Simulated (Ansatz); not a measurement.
Crystal: As.

```
As
1.0
     1.88080    1.08588    3.51406
    -1.88080    1.08588    3.51406
     0.00000   -2.17176    3.51406
As
2
Direct
  0.22600 0.22600 0.22600
  0.77400 0.77400 0.77400
```

Below is the output of Ansatz 0.2.0 for this cell. Logs are shortened: lines on timing, memory, paths and dates and some standing lists are left out, and cuts for length are marked.

```text
Warning: RAYON_NUM_THREADS=2 ignored (pool sized by the plan → 2); use --threads N
Engine: ansatz 0.2.0, aarch64-unknown-linux-gnu
Pseudopotentials: kind: paw
Pseudopotential: As, paw, valence charge 15, recommended cutoff 420 eV (normal), As.paw.azcp
Functional definition: PBEsol
  exchange = pbesol_x
  correlation = pbesol_c
Crystal: 2 atoms, lattice volume = 43.061 Å³
Basis set: ecut = 420 eV, 845 PW (Γ), exchange–correlation on 60×60×60 points (8 copies of the dense FFT grid, shifted against one another)
Bands: 19, of which v1, the nominal top of the filled ones, is band 15 counted from 1 (14 counted from 0)
Symmetry: 12 space group operations
Space group: R-3m (ITA 166), of the structure as read, at distance tolerance 3.5e-5 Å
k-points: 85 of 729
Non-local potential: As, projectors of the file, l = 0: 2, l = 1: 2, l = 2: 3, l = 3: 1
PAW form: soft (Blöchl's): semilocal exchange-correlation on the pseudo side does not see the compensation charge
PAW frozen core: As, regenerated for the run's functional, and the local potential with it (the file was generated under x = pbe(κ = 0.804, μ = 0.2195149727645171), c = pbe(β = 0.06672455060314922))
PAW one-centre angular grid: As, 590 points (default); XC on 64 Gauss nodes
Initial density: superposition of atomic densities (neutral atoms: chi_scale 0, normalization atom), corrected by the library's trained network
Initial wavefunctions: pseudopotential atomic-orbital guess
Functional: x = pbesol(κ = 0.804, μ = 0.12345679012345678), c = pbesol(β = 0.046)
SCF iter   1: F=—  HF=-9626.038410 eV  |F-HF|=—  |Δ(HF+E_count)|=         —  Δρ=1.97e-3  dr2=1.51e-3  ethr=1.77e-3  ⟨swp⟩=5.9  Hψ=7695  notcnv=0
preconditioner: auto → Kerker (q_TF=auto, 2.569 Å⁻¹)  [metal: Δε(μ)=0.066 eV  Ē_g=10.232 eV  σ=0.050 eV  W_gap=0.31  n_scr=14 (ndim 8)  ℏωp=17.9 eV  f_vac=0.007  D(μ)=0.19/eV (n_scr^D=0)]
SCF iter   2: F=—  HF=-9626.037745 eV  |F-HF|=—  |Δ(HF+E_count)|=   6.65e-4  Δρ=1.27e-3  dr2=6.73e-4  ethr=5.03e-6  ⟨swp⟩=2.1  Hψ=3572  notcnv=0
SCF iter   3: F=—  HF=-9626.037789 eV  |F-HF|=—  |Δ(HF+E_count)|=   4.38e-5  Δρ=4.51e-4  dr2=1.28e-4  ethr=2.24e-6  ⟨swp⟩=2.6  Hψ=2031  notcnv=0
SCF iter   4: F=—  HF=-9626.037794 eV  |F-HF|=—  |Δ(HF+E_count)|=   4.36e-6  Δρ=1.07e-4  dr2=5.30e-6  ethr=4.26e-7  ⟨swp⟩=2.9  Hψ=2831  notcnv=0
SCF iter   5: F=—  HF=-9626.037794 eV  |F-HF|=—  |Δ(HF+E_count)|=   4.36e-7  Δρ=4.67e-5  dr2=5.28e-7  ethr=1.77e-8  ⟨swp⟩=2.0  Hψ=2891  notcnv=0
SCF iter   6: F=—  HF=-9626.037793 eV  |F-HF|=—  |Δ(HF+E_count)|=   1.31e-6  Δρ=1.22e-5  dr2=5.59e-8  ethr=3.33e-10  ⟨swp⟩=5.1  Hψ=7217  notcnv=0
[... 64 lines left out ...]
E sigma→0 (E₀):  -9626.055184 eV
Entropy (-TS):   -0.001349 eV (-0.675 meV/atom)
Fermi energy:    11.051173 eV
--- Per-component energies (eV) ---
  E_band       = -457.544333
  E_kinetic    = 205.404776
  E_local      = -3257.993982  (includes V_loc(G=0)·N_el)
  E_nonlocal   = -1336.759743
  E_hartree    = 1813.307321
  E_xc         = -157.642381
  E_vxc        = -158.735409  (∫ρ·V_xc dr)
  E_paw        = -3584.872469  (= ΣΔE_a)
  E_vpaw       = 463.925457  (= ΣTr[D̂ρ^β])
  E_aug_tail   = 0.000015  (compensation charges beyond the density's cutoff)
  E_ewald      = -3309.430903
  E_core_change = 1.932857  (= ΣΔE_core)
  E_smearing   = -0.001349  (= −TS)
  E_closure    = -0.000000  (closes the sum)
  Σ components = -9626.055859   (vs F -9626.055859, Δ=0.00e0)
--- Forces (eV/Å), atoms counted from 1 ---
  atom   1  As     0.00000000    -0.00000000     0.00228957
  atom   2  As    -0.00000000     0.00000000    -0.00228957
  max |Σ_I F_I| component: 5.78e-19 eV/Å
--- Stress (GPa, compression-positive) ---
       -0.003931       0.000000      -0.000000
        0.000000      -0.003931      -0.000000
       -0.000000      -0.000000       0.005542
  P = ⅓ Tr σ = -0.0008 GPa (-0.008 kbar)
--- Band table (eV; the first three rows and the last of 85) ---
  k-point 0: bands = ["-25.2356", "-25.2356", "-25.1905", "-25.1905", "-25.1632", "-25.1241", "-25.1241", "-25.1133", "-25.0790", "-25.0790", "-4.0741", "5.4978", "8.7124", "9.0013", "9.0013", "13.1597", "14.1979", "14.1979", "17.5674"]
  k-point 1: bands = ["-25.2337", "-25.2320", "-25.1891", "-25.1880", "-25.1620", "-25.1258", "-25.1247", "-25.1156", "-25.0822", "-25.0813", "-3.9067", "4.8245", "8.7192", "8.9201", "9.1710", "13.2437", "13.8358", "13.9252", "16.8396"]
  k-point 2: bands = ["-25.2283", "-25.2215", "-25.1855", "-25.1809", "-25.1585", "-25.1308", "-25.1273", "-25.1217", "-25.0908", "-25.0876", "-3.4087", "3.3515", "8.6078", "8.7434", "9.6068", "12.6946", "13.0951", "13.2022", "16.9370"]
  k-point 84: bands = ["-25.2170", "-25.2155", "-25.1824", "-25.1811", "-25.1554", "-25.1294", "-25.1282", "-25.1213", "-25.1012", "-25.1002", "-2.2660", "0.8061", "7.6349", "8.9000", "10.3681", "12.0540", "12.0582", "14.0664", "18.9095"]
--- Relaxed structure (5 steps of the walk, 5 accepted, 1 SCFs on fresh bases) ---
  F+E_penalty+E_count = -9626.05585886 eV   max|allowed force component| = 2.290e-3 eV/Å   (the final SCF, on the basis selected at the relaxed cell)
  cell:  # Å, volume = 41.7361 Å³
    - [1.8919324441764251, 1.0923077059178816, 3.3659656886366185]
    - [-1.8919324441764251, 1.0923077059178816, 3.3659656886366185]
    - [8.756782689686392e-33, -2.184615411883656, 3.365965688621077]
  atoms:
    - { symbol: As, position: [0.23001099093590086, 0.23001099093590086, 0.23001099093590088] }
    - { symbol: As, position: [0.7699890090640995, 0.7699890090640995, 0.7699890090640996] }
```

Problem. What input gives this log?

Solution. Relaxation of cell and atoms with PBEsol, no spin polarisation. The files as run (others can give the same):

input.yaml
```yaml
crystal:
  lattice:
    - [1.8807968987, 1.0858785957, 3.5140619945]
    - [-1.8807968987, 1.0858785957, 3.5140619945]
    - [0.0, -2.1717571915, 3.5140619945]
  atoms:
    - { symbol: As, position: [0.226, 0.226, 0.226] }
    - { symbol: As, position: [0.774, 0.774, 0.774] }
hamiltonian:
  xc: pbesol
  pseudopotentials: { kind: paw }
kpoints:
  mp_grid: { grid: [9, 9, 9] }
scf:
  occupations: { method: fermi_dirac, width: 0.05 }
output:
  forces: true
  stress: true
  eigenvalues: true
relax:
  f_tol: 0.01
  max_steps: 40
  cell: { stress_tol: 0.05 }
```

Potentials or basis: Ansatz PAW.
Run with:
```sh
$ ansatz run input.yaml --threads 2 --pin off --max-ram 5632MiB --backend cpu --events-out ev --progress --plain --runs-dir out
```

Caveat: odd divisions of the mesh miss points on the zone boundary, where band edges often lie, so the gap on the mesh can be too wide; the plane-wave basis is chosen anew once the cell has moved, so the energies of steps on either side of that aren't comparable; the PAW data sets come from PBE, with cores solved anew for the run's functional, which leaves a small shift of forces and pressure.
